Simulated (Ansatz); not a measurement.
# Computed properties of NaI (zincblende)

All numbers come from the plane-wave code Ansatz. (Calculated; non-magnetic; the phase may be known or hypothetical.)

Structure: zincblende NaI, at its r2SCAN minimum. It is cubic, F-43m (No. 216); a = 7.086 Å in the conventional setting, 44.48 Å³ an atom. Around Na lie 4 I at 3.07 Å; around I lie 4 Na at 3.07 Å.

```
Na I
1.0
     0.00000    3.54319    3.54319
     3.54319    0.00000    3.54319
     3.54319    3.54319    0.00000
Na I
1 1
Direct
  0.00000 0.00000 0.00000
  0.25000 0.25000 0.25000
```

Relaxed lattice by functional, symmetry kept:

| functional | k mesh | a (Å) | volume (Å³/atom) |
| --- | --- | --- | --- |
| PBE | 6×6×6 | 7.162 | 45.92 |
| r2SCAN | 6×6×6 | 7.086 | 44.48 |
| PBEsol | 6×6×6 | 7.055 | 43.89 |
| LDA | 6×6×6 | 6.894 | 40.96 |
| HSE06 | 4×4×4 | 7.125 | 45.21 |

Gaps on the r2SCAN cell, each the least over its mesh and the special points:
```
                                    level       k mesh  gap (eV)    kind     edges  least direct gap (eV)        rough cost
                                      LDA        6×6×6      3.49  direct         Γ                   3.49  1.7 core-seconds
                                      PBE        6×6×6      3.83  direct         Γ                   3.83  2.8 core-seconds
                                  PBE+SOC        6×6×6      3.51  direct         Γ                   3.51    9 core-seconds
                                   r2SCAN        6×6×6      4.42  direct         Γ                   4.42    4 core-seconds
                                    HSE06        4×4×4      4.81  direct         Γ                   4.81   30 core-seconds
                                HSE06+SOC        4×4×4      4.47  direct         Γ                   4.47  2.3 core-minutes
                                 DDH-PBE0        4×4×4      6.42  direct         Γ                   6.42   40 core-seconds
                                     PBE0        4×4×4      5.51  direct         Γ                   5.51   40 core-seconds
                                  LC-ωPBE  4×4×4 alone      9.65  direct         Γ                   9.65   23 core-seconds
                             Hartree-Fock        4×4×4     10.50  direct         Γ                  10.50   40 core-seconds
G0W0@PBE (265 empty bands, 120 eV, 4×4×4)        4×4×4      6.07       –  Γ (mesh)                      –   60 core-seconds
G0W0@PBE (659 empty bands, 220 eV, 4×4×4)        4×4×4      6.16       –  Γ (mesh)                      –   10 core-minutes
```
PBE: smearing of 0.02 eV; the others have fixed occupations.
Wave cutoffs: 420 eV, 500 eV (r2SCAN).
A mesh marked alone had no extra points solved.
The G0W0 gap is PBE's gap over the path plus the quasiparticle shift read on the mesh. The G0W0 figures hold for the stated bands, cutoff and mesh and aren't extrapolated.
Costs come from shared machines and give only the order; PBE's includes the band path. The runs had 2 threads of Intel(R) Xeon(R) 6975P-C (Granite Rapids), with other jobs on the host.

With HSE06 the gap is 4.81 eV and direct, at Γ. Spin-orbit coupling changes the PBE gap by -0.316 eV, to 3.51 eV; at Γ the threefold valence level splits into a fourfold and a twofold level 1.01 eV apart, the fourfold one on top. Spin-orbit coupling changes the HSE06 gap by -0.339 eV, to 4.47 eV; at Γ the threefold valence level splits into a fourfold and a twofold level 1.07 eV apart, the fourfold one on top.

Taking G0W0@PBE (659 empty bands, 220 eV, 4×4×4), 6.16 eV, as the yardstick (a computed one, not at the basis limit), DDH-PBE0 comes nearest, +0.26 eV off. The others: PBE0 -0.64, HSE06 -1.34, r2SCAN -1.74, PBE -2.33, LDA -2.66, LC-ωPBE +3.49, Hartree-Fock +4.35 eV. The yardstick's own error is a tenth of an eV or more. r2SCAN covers 60 % of the step from PBE to HSE06. Spin-orbit coupling moves HSE06's least or direct gap by up to 0.339 eV, so it has to be included where a tenth of an eV counts. Among these functionals the gap stays direct.

On the PBEsol cell (a = 7.055 Å), with PBEsol: The optical mode at Γ lies at 141 cm⁻¹ without the longitudinal term. With the long-range field the highest mode reaches 177 cm⁻¹. The electronic dielectric tensor ε∞ is 2.66 in all directions. With the ions relaxed, ε⁰ is 4.2 in all directions. Born charges, averaged over directions: Na +1.03, I -1.03 e.

Only the levels marked +SOC include spin-orbit coupling.

The meshes of the hybrids are coarse, so their gaps aren't converged to the digits shown.
